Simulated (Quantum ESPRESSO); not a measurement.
# TaN (Fm-3m) in Quantum ESPRESSO: notebook

One crystal, TaN, is run at these levels: PBE, PBE+D2, PBE+D3(BJ), rPW86PBE+rVV10, rev-vdW-DF2; tasks: phonons.

All numbers are computed with Quantum ESPRESSO 7.5; they aren't measurements. Logs are shortened: lines on timing, memory, paths and dates and some standing lists are left out, and cuts for length are marked.

## Step 1: The crystal as given

Symmetry: Fm-3m, No. 225, cubic system. The conventional cell has a = 4.423 Å, b = 4.423 Å, c = 4.423 Å, α = 90.00°, β = 90.00°, γ = 90.00°. Ta (site symmetry m-3m) is surrounded by 6 N at 2.21 Å. N (site symmetry m-3m) has 6 Ta at 2.21 Å as nearest neighbours.

The cell comes from a database or a generator and needn't be the stable form of this composition.

## Step 2: Phonons, PBE

Input file pw.in:

```
&CONTROL
  calculation = 'scf'
  prefix = 'pwscf'
  outdir = './tmp'
  pseudo_dir = './pseudo'
  tprnfor = .true.
  tstress = .true.
  disk_io = 'low'
/
&SYSTEM
  ibrav = 0
  nat = 2
  ntyp = 2
  ecutwfc = 52
  ecutrho = 312
  nbnd = 15
  occupations = 'smearing'
  smearing = 'mv'
  degauss = 0.01469973
/
&ELECTRONS
  conv_thr = 4d-10
  electron_maxstep = 120
  mixing_beta = 0.5
/
ATOMIC_SPECIES
Ta   180.9479 Ta.GGA_PBE-JTH.UPF
N     14.0070 N.GGA_PBE-JTH.UPF
CELL_PARAMETERS angstrom
   0.0000000000    2.2113230000    2.2113230000
   2.2113230000    0.0000000000    2.2113230000
   2.2113230000    2.2113230000    0.0000000000
ATOMIC_POSITIONS crystal
Ta     0.5000000000    0.5000000000    0.5000000000
N      0.0000000000    0.0000000000    0.0000000000
K_POINTS automatic
10 10 10 0 0 0
```

Input file relax.in:

```
&CONTROL
  calculation = 'vc-relax'
  prefix = 'pwscf'
  outdir = './tmp'
  pseudo_dir = './pseudo'
  tprnfor = .true.
  tstress = .true.
  disk_io = 'low'
  nstep = 40
  forc_conv_thr = 0.0001
  etot_conv_thr = 1d-06
/
&SYSTEM
  ibrav = 0
  nat = 2
  ntyp = 2
  ecutwfc = 52
  ecutrho = 312
  nbnd = 15
  occupations = 'smearing'
  smearing = 'mv'
  degauss = 0.01469973
/
&ELECTRONS
  conv_thr = 4d-10
  electron_maxstep = 120
  mixing_beta = 0.5
/
&IONS
  ion_dynamics = 'bfgs'
/
&CELL
  cell_dynamics = 'bfgs'
  press = 0
  press_conv_thr = 0.2
/
ATOMIC_SPECIES
Ta   180.9479 Ta.GGA_PBE-JTH.UPF
N     14.0070 N.GGA_PBE-JTH.UPF
CELL_PARAMETERS angstrom
   0.0000000000    2.2113230000    2.2113230000
   2.2113230000    0.0000000000    2.2113230000
   2.2113230000    2.2113230000    0.0000000000
ATOMIC_POSITIONS crystal
Ta     0.5000000000    0.5000000000    0.5000000000
N      0.0000000000    0.0000000000    0.0000000000
K_POINTS automatic
10 10 10 0 0 0
```

Input file scf2.in:

```
&CONTROL
  calculation = 'scf'
  prefix = 'pwscf'
  outdir = './tmp'
  pseudo_dir = './pseudo'
  tprnfor = .true.
  tstress = .true.
  disk_io = 'low'
/
&SYSTEM
  ibrav = 0
  nat = 2
  ntyp = 2
  ecutwfc = 52
  ecutrho = 312
  nbnd = 15
  occupations = 'smearing'
  smearing = 'mv'
  degauss = 0.01469973
/
&ELECTRONS
  conv_thr = 1d-13
  electron_maxstep = 120
  mixing_beta = 0.5
  startingpot = 'file'
  startingwfc = 'file'
/
ATOMIC_SPECIES
Ta   180.9479 Ta.GGA_PBE-JTH.UPF
N     14.0070 N.GGA_PBE-JTH.UPF
CELL_PARAMETERS angstrom
   0.0000000000    2.2072232196    2.2072232196
   2.2072232196    0.0000000000    2.2072232196
   2.2072232196    2.2072232196    0.0000000000
ATOMIC_POSITIONS crystal
Ta     0.5000000000    0.5000000000    0.5000000000
N      0.0000000000    0.0000000000    0.0000000000
K_POINTS automatic
10 10 10 0 0 0
```

Input file ph.in:

```
phonons of TaN
&INPUTPH
  prefix = 'pwscf'
  outdir = './tmp'
  tr2_ph = 1d-18
  fildyn = 'dyn'
  niter_ph = 90
  alpha_mix(1) = 0.4
/
0.0000000000 0.0000000000 0.0000000000
```

Input file dynmat.in:

```
&INPUT
  fildyn = 'dyn'
  asr = 'crystal'
  filout = 'dynmat.disp'
  fileig = 'dynmat.eig'
/
```

Potentials or basis: JTH 2.0 PBE.

The run is started by

```bash
$ OMP_NUM_THREADS=1 pw.x -in pw.in > pw.out
$ OMP_NUM_THREADS=1 pw.x -in relax.in > relax.out
$ OMP_NUM_THREADS=1 pw.x -in scf2.in > scf2.out
$ OMP_NUM_THREADS=1 ph.x -in ph.in > ph.out
$ OMP_NUM_THREADS=1 dynmat.x -in dynmat.in > dynmat.out
```

pw.out:

```text
This program is part of the open-source Quantum ESPRESSO suite
     for quantum simulation of materials; please cite
         "P. Giannozzi et al., J. Phys.:Condens. Matter 21 395502 (2009);
         "P. Giannozzi et al., J. Phys.:Condens. Matter 29 465901 (2017);
         "P. Giannozzi et al., J. Chem. Phys. 152 154105 (2020);
     in publications or presentations arising from this work. More details at

     file Ta.GGA_PBE-JTH.UPF: wavefunction(s)  5S 6S 5P 6P 5D 0D renormalized
     file N.GGA_PBE-JTH.UPF: wavefunction(s)  0S 0P renormalized
     Message from routine setup:
     using ibrav=0 with symmetry is DISCOURAGED, use correct ibrav instead

     G-vector sticks info
     --------------------
     sticks:   dense  smooth     PW     G-vecs:    dense   smooth      PW
     Sum         745     499    163                13635     7391    1363

     Using Slab Decomposition

     bravais-lattice index     =            0
     lattice parameter (alat)  =       5.9097  a.u.
     unit-cell volume          =     145.9430 (a.u.)^3
     number of atoms/cell      =            2
     number of atomic types    =            2
     number of electrons       =        18.00
     number of Kohn-Sham states=           15
     kinetic-energy cutoff     =      52.0000  Ry
     charge density cutoff     =     312.0000  Ry
     scf convergence threshold =      4.0E-10
     mixing beta               =       0.5000
     number of iterations used =            8  plain     mixing
     Exchange-correlation= SLA PW PBX PBC
                           (   1   4   3   4   0   0   0)

     celldm(1)=   5.909708  celldm(2)=   0.000000  celldm(3)=   0.000000
     celldm(4)=   0.000000  celldm(5)=   0.000000  celldm(6)=   0.000000

     crystal axes: (cart. coord. in units of alat)
               a(1) = (   0.000000   0.707107   0.707107 )
               a(2) = (   0.707107   0.000000   0.707107 )
               a(3) = (   0.707107   0.707107   0.000000 )

     reciprocal axes: (cart. coord. in units 2 pi/alat)
               b(1) = ( -0.707107  0.707107  0.707107 )
               b(2) = (  0.707107 -0.707107  0.707107 )
               b(3) = (  0.707107  0.707107 -0.707107 )

     PseudoPot. # 1 for Ta read from file:
     Ta.GGA_PBE-JTH.UPF
     Pseudo is Projector augmented-wave + core cor, Zval = 13.0
     Generated using ATOMPAW code
     Shape of augmentation charge: SINC**2
     Using radial grid of 1120 points,  6 beta functions with:
                l(1) =   0
                l(2) =   0
                l(3) =   1
                l(4) =   1
                l(5) =   2
                l(6) =   2
     Q(r) pseudized with 0 coefficients

     PseudoPot. # 2 for N  read from file:
     N.GGA_PBE-JTH.UPF
     Pseudo is Projector augmented-wave + core cor, Zval =  5.0
     Generated using ATOMPAW code
     Shape of augmentation charge: SINC**2
     Using radial grid of  933 points,  4 beta functions with:
                l(1) =   0
                l(2) =   0
                l(3) =   1
                l(4) =   1
     Q(r) pseudized with 0 coefficients

     atomic species   valence    mass     pseudopotential
     Ta               13.00   180.94790     Ta( 1.00)
     N                 5.00    14.00700     N ( 1.00)

     48 Sym. Ops., with inversion, found

   Cartesian axes

     site n.     atom                  positions (alat units)
         1        Ta     tau(   1) = (   0.7071068   0.7071068   0.7071068  )
         2        N      tau(   2) = (   0.0000000   0.0000000   0.0000000  )

     number of k points=    47  Marzari-Vanderbilt smearing, width (Ry)=  0.0147
                       cart. coord. in units 2pi/alat
        k(    1) = (   0.0000000   0.0000000   0.0000000), wk =   0.0020000
        k(    2) = (   0.0707107   0.0707107  -0.0707107), wk =   0.0160000
        k(    3) = (   0.1414214   0.1414214  -0.1414214), wk =   0.0160000
        k(    4) = (   0.2121320   0.2121320  -0.2121320), wk =   0.0160000
        k(    5) = (   0.2828427   0.2828427  -0.2828427), wk =   0.0160000
        k(    6) = (  -0.3535534  -0.3535534   0.3535534), wk =   0.0080000
[... 39 lines left out ...]
        k(   46) = (  -0.0707107  -0.3535534   0.6363961), wk =   0.0480000
        k(   47) = (  -0.7071068   0.2828427   0.0000000), wk =   0.0240000

     Dense  grid:    13635 G-vectors     FFT dimensions: (  36,  36,  36)

     Smooth grid:     7391 G-vectors     FFT dimensions: (  27,  27,  27)

     Check: negative core charge=   -0.000016

     Initial potential from superposition of free atoms

     starting charge      17.9991, renormalised to      18.0000
     Starting wfcs are   26 randomized atomic wfcs

     Self-consistent Calculation

     iteration #  1     ecut=    52.00 Ry     beta= 0.50
     Davidson diagonalization with overlap
     ethr =  1.00E-02,  avg # of iterations =  2.9

     total energy              =    -755.28988450 Ry
     estimated scf accuracy    <       0.49757389 Ry
[... 71 lines left out ...]
     iteration # 12     ecut=    52.00 Ry     beta= 0.50
     Davidson diagonalization with overlap
     ethr =  3.01E-12,  avg # of iterations =  2.0

     End of self-consistent calculation

          k = 0.0000 0.0000 0.0000 (   941 PWs)   bands (ev):

   -48.5691 -14.7805 -14.7805 -14.7805   2.3273  17.2555  17.2555  17.2555
    18.9733  18.9733  18.9733  21.0898  21.0898  22.4071  30.3973

          k = 0.0707 0.0707-0.0707 (   917 PWs)   bands (ev):
[... 141 lines left out ...]
   -48.5014 -15.3843 -15.1733 -15.0033   3.9610  13.9758  14.3122  15.3231
    18.1415  23.7667  23.8570  25.0995  25.6101  28.5878  30.7879

          k =-0.7071 0.0000 0.0000 (   934 PWs)   bands (ev):

   -48.5008 -15.4600 -15.0469 -15.0469   3.5637  14.4205  15.6810  16.4339
    16.4339  23.0925  24.4859  24.4859  25.3914  27.6433  29.8407

          k = 0.2828 0.1414 0.0000 (   926 PWs)   bands (ev):

   -48.5412 -15.1367 -14.9041 -14.8317   3.5362  13.2917  15.1648  15.5386
    18.7594  21.4561  21.8317  22.4351  24.3905  27.1583  34.0030

          k = 0.3536 0.2121-0.0707 (   925 PWs)   bands (ev):
[... 51 lines left out ...]
   -48.5030 -15.2858 -15.2738 -14.9857   4.3029  13.0625  14.2648  14.5077
    20.0000  22.0430  23.9510  25.1478  26.3259  30.3412  31.9703

          k =-0.7071 0.1414 0.0000 (   926 PWs)   bands (ev):

   -48.5008 -15.4216 -15.0873 -15.0548   3.7657  14.3612  14.9361  15.3186
    17.7217  23.7574  23.9184  24.4901  25.7128  28.1359  30.3840

          k =-0.1414-0.4243 0.7071 (   918 PWs)   bands (ev):
[... 6 lines left out ...]
   -48.5024 -15.3113 -15.2195 -15.0255   4.2833  13.2247  14.2688  14.4038
    20.8737  20.9468  24.2943  25.1901  25.8352  30.7550  31.8800

          k =-0.7071 0.2828 0.0000 (   928 PWs)   bands (ev):

   -48.5007 -15.3199 -15.1922 -15.0676   4.1278  13.9012  14.2869  14.4163
    19.7468  21.9424  24.4970  24.7581  25.5835  30.1880  31.8369

     the Fermi energy is    21.0576 ev

!    total energy              =    -755.48325460 Ry
     total all-electron energy =      -755.483255 Ry
     estimated scf accuracy    <          1.9E-10 Ry
     smearing contrib. (-TS)   =      -0.00001628 Ry
     internal energy E=F+TS    =    -755.48323833 Ry

     The total energy is F=E-TS. E is the sum of the following terms:
     one-electron contribution =      -2.31096586 Ry
     hartree contribution      =      16.24848128 Ry
     xc contribution           =     -33.07198674 Ry
     ewald contribution        =    -123.37630299 Ry
     one-center paw contrib.   =    -612.97246402 Ry

     convergence has been achieved in  12 iterations

     Forces acting on atoms (cartesian axes, Ry/au):

     atom    1 type  1   force =     0.00000000    0.00000000   -0.00000000
     atom    2 type  2   force =     0.00000000    0.00000000    0.00000000

     Total force =     0.000000     Total SCF correction =     0.000000

     Computing stress (Cartesian axis) and pressure

          total   stress  (Ry/bohr**3)                   (kbar)     P=      -18.35
  -0.00012473   0.00000000   0.00000000          -18.35        0.00        0.00
   0.00000000  -0.00012473   0.00000000            0.00      -18.35        0.00
   0.00000000   0.00000000  -0.00012473            0.00        0.00      -18.35

=------------------------------------------------------------------------------=
   JOB DONE.
=------------------------------------------------------------------------------=
```

scf2.out:

```text
This program is part of the open-source Quantum ESPRESSO suite
     for quantum simulation of materials; please cite
         "P. Giannozzi et al., J. Phys.:Condens. Matter 21 395502 (2009);
         "P. Giannozzi et al., J. Phys.:Condens. Matter 29 465901 (2017);
         "P. Giannozzi et al., J. Chem. Phys. 152 154105 (2020);
[... 431 lines left out ...]
   0.00000000  -0.00000056   0.00000000            0.00       -0.08        0.00
   0.00000000   0.00000000  -0.00000056            0.00        0.00       -0.08

=------------------------------------------------------------------------------=
   JOB DONE.
=------------------------------------------------------------------------------=
```

Wall time 5.1 min (1 thread of Arm Neoverse V2, shared host); peak memory 0.12 GiB.

What came out:

```yaml
Free_energy: -10278.8738 eV
Relaxed_volume: 10.75 Å³/atom
Relaxed_cell: a = 3.121 Å, b = 3.121 Å, c = 3.121 Å, α = 60.00°, β = 60.00°, γ = 60.00°
Space_group_after_relaxing_to_0.05_Å: Fm-3m (No. 225)
Pressure_after_relaxing: 0.0 GPa
Band_gap_on_the_k_mesh: none (metal or under the smearing width)
Highest_phonon_frequency_at_Γ: 374 cm⁻¹
```

Step by step:
| step | energy change (eV) | largest force (eV/Å) | pressure (GPa) | volume (Å³) |
| --- | --- | --- | --- | --- |
| 1 | 0.0000 | 0.0000 | -1.83 | 21.63 |
| 2 | -0.0004 | 0.0000 | 1.29 | 21.42 |
| 3 | -0.0007 | 0.0000 | -0.01 | 21.51 |
| 4 | -0.0007 | 0.0000 | 0.01 | 21.51 |

Final structure:
```
CELL_PARAMETERS angstrom
0.00000 2.20722 2.20722
2.20722 0.00000 2.20722
2.20722 2.20722 0.00000
ATOMIC_POSITIONS crystal
Ta 0.50000 0.50000 0.50000
N 0.00000 0.00000 0.00000
```

Phonon frequencies in cm⁻¹ (negative: imaginary):
```csv
q point,frequencies
"(0.000, 0.000, 0.000)",-2 -2 -2 374 374 374
```

Optical modes at Γ, degenerate ones joined:
| cm⁻¹ | components | symmetry | active in |
| --- | --- | --- | --- |
| 374 | 3 | T1u | IR |

The run has no spin-orbit coupling, so splittings on Ta are missing.

[end of part 1 of 4]
